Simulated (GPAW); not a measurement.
# TePb (Fm-3m) in GPAW: single point with LDA

Aim: the single point of TePb with LDA.

Everything below comes from runs of GPAW 26.7.0. Logs are shortened: lines on timing, memory, paths and dates and some standing lists are left out, and cuts for length are marked. The log counts tension as positive stress, the text compression.

**Measured values to compare with.**

A printed reference work, monograph reports, for a bulk crystal of TePb at 4.2 K: band gap 0.19 eV (direct).

The runs below are set against these values where they give the same quantity.

### Step 1. The structure

The structure is cubic, space group Fm-3m (No. 225). Conventional cell: a = 6.462 Å, b = 6.462 Å, c = 6.462 Å, α = 90.00°, β = 90.00°, γ = 90.00°. Around Pb (site symmetry m-3m) lie 6 Te at 3.23 Å. Te (site symmetry m-3m) has 6 Pb at 3.23 Å as nearest neighbours.

### Step 2. Single point, LDA

File run.py:

```python
from ase import Atoms
from ase.dft.bandgap import bandgap
from ase.io import write
from ase.units import GPa
from gpaw import GPAW, PW

atoms = Atoms(['Pb', 'Te'],
              cell=[[0.0, 3.231, 3.231],
                    [3.231, 0.0, 3.231],
                    [3.231, 3.231, 0.0]],
              scaled_positions=[[0.0, 0.0, 0.0],
                                [0.5, 0.5, 0.5]],
              pbc=True)

calc = GPAW(mode=PW(450),
            xc='LDA',
            kpts={'size': (6, 6, 6), 'gamma': True},
            occupations={'name': 'fermi-dirac', 'width': 0.05},
            nbands=19,
            maxiter=120,
            txt='gpaw.txt')
atoms.calc = calc
energy = atoms.get_potential_energy()
forces = atoms.get_forces()
stress = atoms.get_stress()
calc.write('gs.gpw')
write('result.traj', atoms)
print(f'Energy: {energy:.6f} eV')
print('Forces (eV/A):')
print(forces.round(4))
print('Stress (GPa):', (stress / GPa).round(3))
print('Fermi level:', round(calc.get_fermi_level(), 4), 'eV')
print(f'Gap: {bandgap(calc)[0]:.4f} eV, direct: {bandgap(calc, direct=True)[0]:.4f} eV')
```

Potentials or basis: the program's PAW data sets (release 1.2.1) made for this functional, pw.

The run is started by

```
> OMP_NUM_THREADS=1 python run.py
```

gpaw.txt:

```text
__  _  _
 | _ |_)|_||  |
 |__||  | ||/\| - 26.7.0

Input parameters:
  mode=PW(ecut=450.00000000000006),
  kpts=MonkhorstPack(size=(6, 6, 6), gamma=True),
  maxiter=120,
  nbands=19,
  occupations=Occupations(name='fermi-dirac', width=0.05),
  xc=XC(name='LDA')

Diagonalizing LCAO Hamiltonian
Converting LCAO to pw mode

                 Te

       Pb

Atoms  # Å, Bohr magnetons
|   | symbol |        x |        y |        z |    initial magnetic moments |
|---|--------|----------|----------|----------|-----------------------------|
| 0 |     Pb | 0.000000 | 0.000000 | 0.000000 | ( 0.0000,  0.0000,  0.0000) |
| 1 |     Te | 3.231000 | 3.231000 | 3.231000 | ( 0.0000,  0.0000,  0.0000) |

Unit cell  # Å
| periodic |        x |        y |        z |  lengths |    angles |
|----------|----------|----------|----------|----------|-----------|
|      yes | 0.000000 | 3.231000 | 3.231000 | 4.569324 | 60.000000 |
|      yes | 3.231000 | 0.000000 | 3.231000 | 4.569324 | 60.000000 |
|      yes | 3.231000 | 3.231000 | 0.000000 | 4.569324 | 60.000000 |

Number of symmetries: 48
Symmetry operations  # r_c * U_cc + t_c -> r_c
|    | kind |            matrix            |
|----|------|------------------------------|
|  0 |  σ   |  1, 0, 0,  1, 0,-1,  1,-1, 0 |
|  1 |  C2  |  1, 0, 0,  1,-1, 0,  1, 0,-1 |
|  2 |  E   |  1, 0, 0,  0, 1, 0,  0, 0, 1 |
|  3 |  σ   |  1, 0, 0,  0, 0, 1,  0, 1, 0 |
|  4 |  C4  |  1, 0,-1,  1, 0, 0,  1,-1, 0 |
|  5 |  S6  |  1, 0,-1,  1,-1, 0,  1, 0, 0 |
|  6 |  σ   |  1, 0,-1,  0, 1,-1,  0, 0,-1 |
|  7 |  C3  |  1, 0,-1,  0, 0,-1,  0, 1,-1 |
|  8 |  S6  |  1,-1, 0,  1, 0, 0,  1, 0,-1 |
|  9 |  C4  |  1,-1, 0,  1, 0,-1,  1, 0, 0 |
| 10 |  C3  |  1,-1, 0,  0,-1, 1,  0,-1, 0 |
| 11 |  σ   |  1,-1, 0,  0,-1, 0,  0,-1, 1 |
| 12 |  σ   |  0, 1, 0,  1, 0, 0,  0, 0, 1 |
| 13 |  C4  |  0, 1, 0,  0, 1,-1, -1, 1, 0 |
| 14 |  C3  |  0, 1, 0,  0, 0, 1,  1, 0, 0 |
| 15 |  S6  |  0, 1, 0, -1, 1, 0,  0, 1,-1 |
| 16 |  C2  |  0, 1,-1,  1, 0,-1,  0, 0,-1 |
| 17 |  σ   |  0, 1,-1,  0, 1, 0, -1, 1, 0 |
| 18 |  S4  |  0, 1,-1,  0, 0,-1,  1, 0,-1 |
| 19 |  C4  |  0, 1,-1, -1, 1, 0,  0, 1, 0 |
| 20 |  C3  |  0, 0, 1,  1, 0, 0,  0, 1, 0 |
| 21 |  σ   |  0, 0, 1,  0, 1, 0,  1, 0, 0 |
| 22 |  S6  |  0, 0, 1,  0,-1, 1, -1, 0, 1 |
| 23 |  C4  |  0, 0, 1, -1, 0, 1,  0,-1, 1 |
| 24 |  S4  |  0, 0,-1,  1, 0,-1,  0, 1,-1 |
| 25 |  C3  |  0, 0,-1,  0, 1,-1,  1, 0,-1 |
| 26 |  C2  |  0, 0,-1,  0,-1, 0, -1, 0, 0 |
| 27 |  S6  |  0, 0,-1, -1, 0, 0,  0,-1, 0 |
| 28 |  S4  |  0,-1, 1,  1,-1, 0,  0,-1, 0 |
| 29 |  C4  |  0,-1, 1,  0, 0, 1, -1, 0, 1 |
| 30 |  C2  |  0,-1, 1,  0,-1, 0,  1,-1, 0 |
| 31 |  σ   |  0,-1, 1, -1, 0, 1,  0, 0, 1 |
| 32 |  C3  |  0,-1, 0,  1,-1, 0,  0,-1, 1 |
| 33 |  S6  |  0,-1, 0,  0, 0,-1, -1, 0, 0 |
| 34 |  S4  |  0,-1, 0,  0,-1, 1,  1,-1, 0 |
| 35 |  C2  |  0,-1, 0, -1, 0, 0,  0, 0,-1 |
| 36 |  C2  | -1, 1, 0,  0, 1, 0,  0, 1,-1 |
| 37 |  S6  | -1, 1, 0,  0, 1,-1,  0, 1, 0 |
| 38 |  S4  | -1, 1, 0, -1, 0, 1, -1, 0, 0 |
| 39 |  C3  | -1, 1, 0, -1, 0, 0, -1, 0, 1 |
| 40 |  S6  | -1, 0, 1,  0, 0, 1,  0,-1, 1 |
| 41 |  C2  | -1, 0, 1,  0,-1, 1,  0, 0, 1 |
| 42 |  C3  | -1, 0, 1, -1, 1, 0, -1, 0, 0 |
| 43 |  S4  | -1, 0, 1, -1, 0, 0, -1, 1, 0 |
| 44 |  C2  | -1, 0, 0,  0, 0,-1,  0,-1, 0 |
| 45 |  i   | -1, 0, 0,  0,-1, 0,  0, 0,-1 |
| 46 |  σ   | -1, 0, 0, -1, 1, 0, -1, 0, 1 |
| 47 |  C2  | -1, 0, 0, -1, 0, 1, -1, 1, 0 |

BZ-sampling:
  Number of BZ points: 216
[... 62 lines left out ...]
    |   6p |  2.000 |      -3.713 |    1.275 |
    |   5d | 10.000 |     -21.326 |    1.217 |
    |    s |        |      14.962 |    1.259 |
    |    p |        |      23.498 |    1.275 |
    |    d |        |       5.885 |    1.217 |

    Using partial waves for Pb as LCAO basis

  Te:
    name:    Tellurium
    Z:       52.0
    valence: 6
    core:    46
    charge:  0.0  # [|e|]
    compensation charges:
      type: gauss
      rc: 0.36  # [Å]
      lmax: 2
    cutoffs:
      filter: 2.09  # [Å]
      core: 3.17  # [Å]
    projectors
    | kind |    occ | energy [eV] | rcut [Å] |
    |------|--------|-------------|----------|
    |   5s |  2.000 |     -15.337 |    1.180 |
    |   5p |  4.000 |      -6.113 |    1.196 |
    |    s |        |      11.875 |    1.180 |
    |    p |        |      21.098 |    1.196 |
    |    d |        |       0.000 |    1.238 |

    Using partial waves for Te as LCAO basis

Reference energy: -751608.429774  # eV

eigensolver:
  PPCG
  Converge bands: occupied
  niter=2

density mixing:
  MSR1-Mixer
  Pratt-step length: 0.05
  Maximum mixing coefficient: 0.75
  Old densities: 10
  SVD Regularization: 0.005
  Good broyden scale: 1.0
  Trust region scale: 1.0
  Backstep threshold: 4.0
  History deletion threshold: 6.0
  Fourier metric: weight=20.0, sigma=0.015

occupation numbers:
  Fermi-Dirac:
    width: 0.0500  # eV

poisson solver:
  ecut: 3600.0000000000005  # eV

xc functional:
  name: None

convergence criteria:
- Maximum [total energy] change in last 3 cyles: 0.0005 eV / valence electron
- Maximum integral of absolute [dens]ity change: 0.0001 electrons / valence electron
- Maximum integral of absolute [eigenst]ate change: 4e-08 eV^2 / valence electron
maximum number of iterations: 120

SCF iterations
|iter     | |      energy | eigst |  dens |
|---------|-|-------------|-------|-------|
|iter:   1| |   -9.177605 | -0.17 |       |
|iter:   2| |   -9.155926 | -2.05 | -1.37 |
|iter:   3| |   -9.063638 | -2.26 | -1.42 |
|iter:   4| |   -9.062845 | -4.09 | -2.02 |
|iter:   5| |   -9.062725c| -4.73 | -2.47 |
|iter:   6| |   -9.062726c| -6.26 | -3.39 |
|iter:   7| |   -9.062726c| -7.23 | -4.01c|
|iter:   8| |   -9.062726c| -7.57c| -4.61c|

Converged in 8 steps
Energy contributions relative to reference atoms: (reference = -751608.429774)

Energy contributions:
  Kinetic:          15.008898
  Coulomb:         -15.788405
  Zero:              0.128085
  External:          0.000000
  Xc:               -8.411274
  Entropy:          -0.000058
  Spinorbit:         0.000000
  ----------------------------
  Free energy:      -9.062755
  Extrapolated:     -9.062726

dipole moment: (-27.420693, -27.420693, -27.420693)  # |e|*Ang

Fermi level: 5.644
Eigenvalues  # (at kpt = [0.000, 0.000, 0.000])
| band index |      eig [eV] | occ [0-2] |
|------------|---------------|-----------|
|          0 |       -11.288 |     2.000 |
|        ... |               |           |
|          2 |       -11.270 |     2.000 |
|          3 |       -11.270 |     2.000 |
|          4 |       -11.270 |     2.000 |
|          5 |        -6.724 |     2.000 |
|          6 |        -0.349 |     2.000 |
|          7 |         3.981 |     2.000 |
[... 9 lines left out ...]
|         17 |        12.859 |     0.000 |
|         18 |        13.452 |     0.000 |

Gap: 0.616 eV
Transition (v -> c):
  (s=0, k=15, n=9, [0.50, 0.50, 0.50]) -> (s=0, k=15, n=10, [0.50, 0.50, 0.50])
No difference between direct/indirect transitions

Forces  # eV/Ang
|        x |        y |        z |
|----------|----------|----------|
|  0.00000 |  0.00000 | -0.00000 |  # Pb   0
| -0.00000 | -0.00000 | -0.00000 |  # Te   1

Stress tensor  # eV/Ang^3
|        x |         y |         z |
|----------|-----------|-----------|
| 0.015865 |  0.000000 |  0.000000 |
| 0.000000 |  0.015865 | -0.000000 |
| 0.000000 | -0.000000 |  0.015865 |

# Writing to gs.gpw (mode='')
```

stdout:

```text
Energy: -9.062726 eV
Forces (eV/A):
[[ 0.  0. -0.]
 [-0. -0. -0.]]
Stress (GPa): [ 2.542  2.542  2.542 -0.     0.     0.   ]
Fermi level: 5.6442 eV
Gap: 0.6157 eV, direct: 0.6157 eV
```

Run time: 7.2 s. Hardware: 1 thread of Arm Neoverse V2, shared host; peak memory 0.14 GiB.

What came out:

- Free energy: -9.0628 eV
- Pressure: -2.5 GPa
- Band gap on the k mesh: 0.62 eV, direct

Caveat: the cutoff is short for stress and forces, so pressures can be off by a GPa or more; spin-orbit coupling is left out, which as a rule narrows the gap of such compounds by several tenths of an eV.

### Step 3. Comparison with measurements

Step 2. Against the measured gap of TePb, 0.19 eV (direct; 4.2 K; a printed reference work, monograph), the calculated 0.62 eV is off by +0.43 eV. Spin-orbit coupling on Pb, Te is left out. The value is that of LDA on a finite k mesh, which can miss the band edges, without temperature or zero-point motion.
